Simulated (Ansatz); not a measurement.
## HfO2: band structure with revPBE

Crystal: HfO2.

```xyz
12
Lattice="5.2195 0.0000 0.0000 0.0000 5.0048 0.0000 0.0000 0.0000 5.0327" Properties=species:S:1:pos:R:3 pbc="T T T"
Hf    5.0472    3.6661    3.7314
Hf    2.7820    3.6661    1.2151
Hf    2.4375    1.3387    3.7314
Hf    0.1723    1.3387    1.2151
O     3.2994    4.6477    4.4251
O     4.5298    4.6477    1.9087
O     1.2211    2.7020    2.4776
O     1.3886    2.7020    4.9939
O     3.9984    2.3028    4.9939
O     3.8308    2.3028    2.4776
O     0.6896    0.3571    4.4251
O     1.9201    0.3571    1.9087
```

Measurements of this composition are mostly on another form, of space group No. 14.

```
Program                             : Ansatz 0.2.0
Task                                : band structure
Functional                          : revPBE
Potentials or basis                 : Ansatz PAW
Cutoff                              : 420 eV (not typed: the program's choice for these potentials)
k mesh                              : 4 × 5 × 4
Occupations                         : fermi-dirac, width 0.05 eV
Spin                                : no spin polarisation
Path                                : [["G", "X", "S", "Y", "G", "Z", "U", "R", "T", "Z"], ["Y", "T"], ["U", "X"], ["S", "R"]]
Points for each segment of the path : 10
```

* Pressure: 13.5 GPa
* Largest force: 0.132 eV/Å
* Band gap on the k mesh: 4.60 eV, indirect (least direct gap 4.81 eV)
* Band gap along the path: 4.62 eV, indirect (least direct gap 4.73 eV)

Forces in eV/Å, atoms in the order of the input:
```
Hf   0.063 -0.026  0.095
Hf  -0.063 -0.026  0.095
Hf   0.063  0.026  0.095
Hf  -0.063  0.026  0.095
O   -0.039 -0.040 -0.020
O    0.039 -0.040 -0.020
O    0.043  0.100 -0.074
O   -0.043  0.100 -0.074
O   -0.043 -0.100 -0.074
O    0.043 -0.100 -0.074
O   -0.039  0.040 -0.020
O    0.039  0.040 -0.020
```

Stress tensor (GPa, compression positive):
```
13.61  0.00  0.00
 0.00 13.73  0.00
 0.00  0.00 13.21
```

Levels at the corners of the path, in eV from the valence-band top:
| point | band 72 | band 73 | band 74 | band 75 | band 76 | band 77 | band 78 | band 79 | band 80 | band 81 |
| --- | --- | --- | --- | --- | --- | --- | --- | --- | --- | --- |
| Γ | -0.94 | -0.68 | -0.17 | -0.05 | 0.00 | 5.06 | 5.31 | 5.42 | 5.84 | 5.95 |
| X | -0.80 | -0.79 | -0.38 | -0.18 | -0.11 | 4.63 | 5.00 | 5.08 | 5.71 | 5.71 |
| S | -1.40 | -1.00 | -1.00 | -0.35 | -0.35 | 4.66 | 4.66 | 5.05 | 5.05 | 6.17 |
| Y | -0.92 | -0.33 | -0.33 | -0.25 | -0.25 | 4.77 | 4.77 | 5.42 | 5.42 | 6.23 |
| Γ | -0.94 | -0.68 | -0.17 | -0.05 | 0.00 | 5.06 | 5.31 | 5.42 | 5.84 | 5.95 |
| Z | -0.75 | -0.67 | -0.67 | -0.38 | -0.38 | 5.32 | 5.32 | 5.72 | 5.72 | 5.87 |
| U | -0.99 | -0.61 | -0.61 | -0.46 | -0.46 | 4.81 | 4.81 | 5.26 | 5.26 | 5.79 |
| R | -1.47 | -0.82 | -0.82 | -0.82 | -0.82 | 4.80 | 4.80 | 4.80 | 4.80 | 6.05 |
| T | -1.38 | -0.69 | -0.69 | -0.69 | -0.69 | 5.31 | 5.31 | 5.31 | 5.31 | 6.32 |
| Z | -0.75 | -0.67 | -0.67 | -0.38 | -0.38 | 5.32 | 5.32 | 5.72 | 5.72 | 5.87 |
| Y | -0.92 | -0.33 | -0.33 | -0.25 | -0.25 | 4.77 | 4.77 | 5.42 | 5.42 | 6.23 |
| T | -1.38 | -0.69 | -0.69 | -0.69 | -0.69 | 5.31 | 5.31 | 5.31 | 5.31 | 6.32 |
| U | -0.99 | -0.61 | -0.61 | -0.46 | -0.46 | 4.81 | 4.81 | 5.26 | 5.26 | 5.79 |
| X | -0.80 | -0.79 | -0.38 | -0.18 | -0.11 | 4.63 | 5.00 | 5.08 | 5.71 | 5.71 |
| S | -1.40 | -1.00 | -1.00 | -0.35 | -0.35 | 4.66 | 4.66 | 5.05 | 5.05 | 6.17 |
| R | -1.47 | -0.82 | -0.82 | -0.82 | -0.82 | 4.80 | 4.80 | 4.80 | 4.80 | 6.05 |

Wall time 43 s on 4 threads of Arm Neoverse V2 (shared host), peak memory 1.2 GiB.

Caveat: the pressure holds a Pulay correction of +0.8 GPa for the finite cutoff; spin-orbit coupling is left out, which moves the levels of the heavy elements; the PAW data sets come from PBE, with cores solved anew for the run's functional, which leaves a small shift of forces and pressure. As with any semilocal functional, this revPBE gap is likely too small.
